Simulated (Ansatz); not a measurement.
BN, space group P1, an equation of state with a fit

With the Python package of Ansatz (0.2.0).

The cells in order, each with its output:

**Cell 1**
```python
import ansatz
from ase.eos import EquationOfState
from ase.units import GPa
import numpy as np
```

**Cell 2**
```python
vectors0 = np.array([
    [2.508041, 0.0, 0.0],
    [-1.246711, 2.176231, 0.0],
    [-0.630665, -1.088116, 3.02254],
])
sites = [
    ("B", (0.979643, 0.983499, 0.001806)),
    ("N", (0.668506, 0.332385, 0.984999)),
]
```

**Cell 3**
```python
def build(cell):
    crystal = ansatz.Crystal(lattice=ansatz.Lattice.of(cell))
    for symbol, position in sites:
        crystal = crystal.atom(symbol, position)
    return crystal

# scale the volume, keep shape and fractions
volumes, energies, pressures = [], [], []
for scale in np.linspace(0.9, 1.1, 9):
    cell = vectors0 * scale ** (1 / 3)
    calc = (
        build(cell).calculation()
        .functional("pbesol")
        .pseudopotentials("paw")
        .occupations("fixed")
        .basis(500)
        .kpoints(10, 10, 6)
        .stress()
    )
    summary = calc.run().report
    volumes.append(abs(np.linalg.det(cell)) / len(sites))
    energies.append(summary["free_energy_ev"] / len(sites))
    pressures.append(np.trace(summary["stress_gpa"]) / 3)
    print(f"V = {volumes[-1]:8.4f} A^3/atom  F = {energies[-1]:.5f} eV/atom  P = {pressures[-1]:8.3f} GPa")
```
Output:
```text
V =   7.4238 A^3/atom  F = -266.72885 eV/atom  P =   35.860 GPa
V =   7.6300 A^3/atom  F = -266.76838 eV/atom  P =   25.765 GPa
V =   7.8362 A^3/atom  F = -266.79565 eV/atom  P =   16.777 GPa
V =   8.0424 A^3/atom  F = -266.81198 eV/atom  P =    8.765 GPa
V =   8.2486 A^3/atom  F = -266.81858 eV/atom  P =    1.619 GPa
V =   8.4548 A^3/atom  F = -266.81648 eV/atom  P =   -4.759 GPa
V =   8.6611 A^3/atom  F = -266.80662 eV/atom  P =  -10.452 GPa
V =   8.8673 A^3/atom  F = -266.78984 eV/atom  P =  -15.535 GPa
V =   9.0735 A^3/atom  F = -266.76686 eV/atom  P =  -20.073 GPa
```

**Cell 4**
```python
eos = EquationOfState(volumes, energies, eos="birchmurnaghan")
v0, e0, bulk = eos.fit()
print(f"V0 = {v0:.4f} A^3/atom, E0 = {e0:.5f} eV/atom, B = {bulk / GPa:.1f} GPa")
```
Output:
```text
V0 = 8.2988 A^3/atom, E0 = -266.81883 eV/atom, B = 264.0 GPa
```

A third-order Birch-Murnaghan fit through the 9 points has its minimum at 8.30 Å³ an atom, 0.6 % above the typed cell, with a bulk modulus of 264 GPa and dB/dP = 3.6. From that minimum the energy rises by 90.0 meV an atom on the compressed side and 52.0 meV on the expanded side.

Total energies depend on the potentials; only differences at equal settings carry meaning. Shape and fractional positions are held along the curve, so the bulk modulus is an upper value where they are free to relax, by a factor of two or more in layered or hydrogen-bonded cells. Pressure is positive in compression. The structure comes from a database of computed cells and needn't be a stable or known phase. Finished in 35 s on 1 thread of Arm Neoverse V2 (shared host), peak memory 0.42 GiB.
